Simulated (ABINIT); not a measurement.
# Bi: single point with LDA

The system is Bi.

```
Bi
1.0
    -1.98143    1.98143    1.98143
     1.98143   -1.98143    1.98143
     1.98143    1.98143   -1.98143
Bi
1
Direct
  0.00000 0.00000 0.00000
```

This isn't the form of Bi at room conditions, which is rhombohedral.

| Quantity | Value |
| --- | --- |
| Program | ABINIT 10.8.3 (patched build) |
| Task | single point |
| Functional | LDA |
| Potentials or basis | PseudoDojo NC SR LDA v0.4 stringent |
| Cutoff | 871 eV |
| k mesh | 7 × 7 × 7 |
| Occupations | fermi-dirac, width 0.05 eV |
| Spin | no spin polarisation |

```json
{
  "Pressure": "-7.2 GPa",
  "Band gap on the k mesh": "none (metal or under the smearing width)",
  "Valence electrons inside the program's atomic spheres": "Bi 18.66 (radii [1.0584] Å)"
}
```

Levels at points of the mesh, in eV from the Fermi level:
| k point | band 8 | band 9 | band 10 | band 11 | band 12 | band 13 | band 14 | band 15 |
| --- | --- | --- | --- | --- | --- | --- | --- | --- |
| (0.00, 0.00, 0.00) | -22.71 | -22.71 | -13.49 | 5.10 | 5.10 | 5.10 | 9.23 | 10.52 |

Wall time 12 s on 1 thread of Arm Neoverse V2, on a shared host, peak memory 0.06 GiB.

Caveat: spin-orbit coupling is left out, which moves the levels of the heavy elements.
